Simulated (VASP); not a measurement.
Runs of VASP 6.6.1 on SnSe. Symmetry: Fm-3m, No. 225, cubic system. The conventional cell has a = 6.042 Å, b = 6.042 Å, c = 6.042 Å, α = 90.00°, β = 90.00°, γ = 90.00°. Sn (site symmetry m-3m) is surrounded by 6 Se at 3.02 Å. Around Se (site symmetry m-3m) lie 6 Sn at 3.02 Å. Measurements of this composition are mostly on another form, of space group No. 62.

```csv
level,potentials or basis,k mesh,cutoff (eV),gap on the mesh (eV),pressure (GPa)
PBE,"VASP PAW PBE potentials, release 64 (Sn, Se)",5 × 5 × 5,300,-,0.0
PBE+D3(BJ),"VASP PAW PBE potentials, release 64 (Sn_d, Se)",10 × 10 × 10,600,0.52,0.0
LDA,"VASP PAW LDA potentials, release 64 (Sn_d, Se)",10 × 10 × 10,600,(a),0.0
PBEsol,"VASP PAW PBE potentials, release 64 (Sn_d, Se)",10 × 10 × 10,600,0.48,0.0
PBE,"VASP PAW PBE potentials, release 64 (Sn_d, Se)",10 × 10 × 10,600,0.49,0.0
```

Alike in all rows: task relaxation of cell and atoms; no spin polarisation; cell relaxed; smearing gaussian 0.03 eV.

Fill in the values left out.

(a) 0.43.

Caveats: the relaxation stopped at its first step, so nothing moved (some runs); spin-orbit coupling is left out, which moves the levels of the heavy elements (some runs); the PAW data sets were made with another functional, which shifts forces and pressure a little (some runs).

A k mesh can miss the band edges, and the runs leave out spin-orbit coupling on Se, Sn.

The runs don't all hold the same shells in valence.
